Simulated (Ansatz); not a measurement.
PtSe2 (Sudovikovite):

```
Pt Se
1.0
     3.72400    0.00000    0.00000
    -1.86200    3.22508    0.00000
     0.00000    0.00000    5.06200
Pt Se
1 2
Direct
  0.00000 0.00000 0.00000
  0.66667 0.33333 0.75000
  0.33333 0.66667 0.25000
```

Base run:

```yaml
Program: Ansatz 0.2.0
Functional: HSE06 form with a typed share of exact exchange
Potentials_or_basis: Ansatz PAW
Cutoff: "420 eV (not typed: the program's choice for these potentials)"
k_mesh: 5 × 5 × 3
Occupations: fermi-dirac, width 0.05 eV
Spin: no spin polarisation
```

Its results: band gap on the k mesh 0.38 eV, indirect (least direct gap 1.54 eV); pressure 0.9 GPa; largest force 0.129 eV/Å.

Problem. The run is repeated on the same cell with these changes: functional from HSE06 form with a typed share of exact exchange to HSE06; share of exact exchange from 0.35 to 0.25. What comes out?

Solution. Band gap on the k mesh 0.19 eV, indirect (least direct gap 1.36 eV); pressure 2.7 GPa; largest force 0.051 eV/Å.

Caveats: odd divisions of the mesh miss points on the zone boundary, where band edges often lie, so the gap on the mesh can be too wide; spin-orbit coupling is left out, which moves the levels of the heavy elements; the PAW data sets come from PBE, with cores solved anew for the run's functional, which leaves a small shift of forces and pressure; the thresholds are loose for stress.

A k mesh can miss the band edges.
